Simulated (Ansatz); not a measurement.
# Strain and the gap of BaTiO3 (Amm2)

BaTiO3 (started from an entry of an open crystallographic database), relaxed with r2SCAN in Ansatz. The symmetry is Amm2 (No. 38, orthorhombic); a = 3.963 Å, b = 5.715 Å, c = 5.748 Å in the conventional setting, 13.02 Å³ an atom. Ba has 12 O at 2.77–2.98 Å; Ti has 6 O at 1.85–2.21 Å; O has 2 Ti at 1.99 Å and 4 Ba at 2.77–2.98 Å; O has 2 Ti at 1.85–2.21 Å and 4 Ba at 2.79–2.88 Å.

The axes x, y and z are those of this cell:
```
Ba Ti O
1.0
     3.96341    0.00000    0.00000
     0.00000    2.85775    2.87421
     0.00000   -2.85775    2.87421
Ba Ti O
1 1 3
Direct
  0.00000 0.00841 0.00841
  0.50000 0.52396 0.52396
  0.00000 0.49039 0.49039
  0.50000 0.49397 0.98015
  0.50000 0.98015 0.49397
```

Unstrained: The PBE gap is indirect, 2.295 eV (T to Γ), below the direct gap of 2.715 eV at Γ. With r2SCAN the valence top lies at T and the conduction bottom at Γ, 2.659 eV higher; the smallest vertical gap, at Γ, is 3.097 eV. With HSE06 the valence top lies at T and the conduction bottom at Γ, 3.745 eV higher; the smallest vertical gap, at Γ, is 4.186 eV. Meshes: PBE 6×6×6, r2SCAN 6×6×6, HSE06 4×4×4. Strains are changes of length per length. After each strain the atoms were relaxed again with r2SCAN within the symmetry that the strain leaves, so tilts or polar shifts that break it weren't tested; points keep the names that they have in the unstrained zone. The values are computed, spin-unpolarised, and not measurements.

Changes of the least gap in eV (an overlap counts as a negative gap):

| strain | volume change (%) | space group | PBE | r2SCAN | HSE06 | energy rise, r2SCAN (meV/atom) |
| --- | --- | --- | --- | --- | --- | --- |
| isotropic +2.95 % on every length | +9.1 | Amm2 | +0.246 | +0.241 | +0.265 | 34.9 |
| biaxial -2.68 % in x and y, z held | -5.3 | Amm2 | -0.140 | -0.130 | -0.140 | 23.9 |
| isotropic +1.64 % on every length | +5.0 | Amm2 | +0.141 | +0.137 | +0.152 | 11.5 |

Isotropic +2.95 % on every length. HSE06: the gap goes from 3.745 to 4.010 eV (+0.265 eV). Stress change with r2SCAN, compression positive: xx -11.29, yy -7.87, zz -6.43 GPa. For HSE06, dE_g/d ln V = 3.0 eV over this step.

Biaxial -2.68 % in x and y, z held. HSE06: the gap goes from 3.745 to 3.605 eV (-0.140 eV). Stress change with r2SCAN, compression positive: xx +12.55, yy +11.08, zz +3.37 GPa.

Isotropic +1.64 % on every length. HSE06: the gap goes from 3.745 to 3.897 eV (+0.152 eV). Stress change with r2SCAN, compression positive: xx -6.99, yy -4.92, zz -4.12 GPa. For HSE06, dE_g/d ln V = 3.1 eV over this step.

Spin-orbit coupling is left out.

The meshes of the hybrids are coarse, so their gaps aren't converged to the digits shown.
